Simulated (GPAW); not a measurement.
Here is a GPAW 26.7.0 calculation.

run.py

```python
from ase import Atoms
from ase.dft.bandgap import bandgap
from ase.io import write
from ase.units import GPa
from gpaw import GPAW, PW, setup_paths

setup_paths.insert(0, '.')

atoms = Atoms(['In', 'P'],
              cell=[[0.0, 2.9305, 2.9305],
                    [2.9305, 0.0, 2.9305],
                    [2.9305, 2.9305, 0.0]],
              scaled_positions=[[0.0, 0.0, 0.0],
                                [0.75, 0.75, 0.75]],
              pbc=True)

calc = GPAW(mode=PW(600),
            xc='PBE',
            kpts={'size': (6, 6, 6), 'gamma': True},
            occupations={'name': 'fermi-dirac', 'width': 0.05},
            nbands=18,
            convergence={'density': 1e-05, 'energy': 1e-05},
            maxiter=150,
            txt='gpaw.txt')
atoms.calc = calc
energy = atoms.get_potential_energy()
forces = atoms.get_forces()
stress = atoms.get_stress()
calc.write('gs.gpw')
write('result.traj', atoms)
print(f'Energy: {energy:.6f} eV')
print('Forces (eV/A):')
print(forces.round(4))
print('Stress (GPa):', (stress / GPa).round(3))
print('Fermi level:', round(calc.get_fermi_level(), 4), 'eV')
print(f'Gap: {bandgap(calc)[0]:.4f} eV, direct: {bandgap(calc, direct=True)[0]:.4f} eV')

path = atoms.cell.bandpath('GXWKGLUWLK,UX', npoints=80, eps=1e-4)
bs_calc = calc.fixed_density(kpts=path, symmetry='off', nbands=30,
                             convergence={'bands': 'CBM+6.0', 'eigenstates': 1e-6}, txt='bands.txt')
bs = bs_calc.band_structure()
bs.write('bs.json')
print(f'Gap on the path: {bandgap(bs_calc)[0]:.4f} eV')
```

Potentials or basis: PAW data sets generated in the run's folder for this functional, pw.

Command:

```bash
$ gpaw-setup -f PBE In P
$ OMP_NUM_THREADS=1 python run.py
```

Q: Estimate the band gap along the path.

A: 0.71 eV, direct.

Q: Estimate the band gap on the k mesh.

A: 0.71 eV, direct.

Q: What does it give for the pressure?

A: 3.0 GPa.

Levels at the corners of the path, in eV from the valence-band top:
```csv
point,band 5,band 6,band 7,band 8,band 9,band 10,band 11,band 12,band 13
Γ,-13.95,-11.52,0.00,0.00,0.00,0.71,4.06,4.06,4.06
X,-13.92,-9.14,-5.75,-2.34,-2.34,1.76,2.27,9.21,9.56
W,-13.94,-9.06,-5.60,-2.96,-2.93,4.29,4.38,5.55,6.20
K,-13.93,-9.15,-5.61,-3.32,-1.95,2.36,4.39,7.49,7.53
Γ,-13.95,-11.52,0.00,0.00,0.00,0.71,4.06,4.06,4.06
L,-13.94,-9.79,-5.74,-0.98,-0.98,1.50,4.79,4.79,7.11
U,-13.93,-9.15,-5.61,-3.32,-1.95,2.36,4.39,7.49,7.53
W,-13.94,-9.06,-5.60,-2.96,-2.93,4.29,4.38,5.55,6.20
L,-13.94,-9.79,-5.74,-0.98,-0.98,1.50,4.79,4.79,7.11
K,-13.93,-9.15,-5.61,-3.32,-1.95,2.36,4.39,7.49,7.53
U,-13.93,-9.15,-5.61,-3.32,-1.95,2.36,4.39,7.49,7.53
X,-13.92,-9.14,-5.75,-2.34,-2.34,1.76,2.27,9.21,9.56
```

Caveat: spin-orbit coupling is left out, which moves the levels of the heavy elements.

**Experimental background.**

A printed reference work, data compilation reports, for a bulk crystal of InP at 1.6 K: band gap 1.4236 eV (direct).

A measured gap of InP is 1.4236 eV (direct; 1.6 K; a printed reference work, data compilation); the calculated 0.71 eV misses it by -0.71 eV. Spin-orbit coupling on In is left out. The value is that of PBE, without temperature or zero-point motion. Semilocal functionals fall short of measured gaps as a rule.
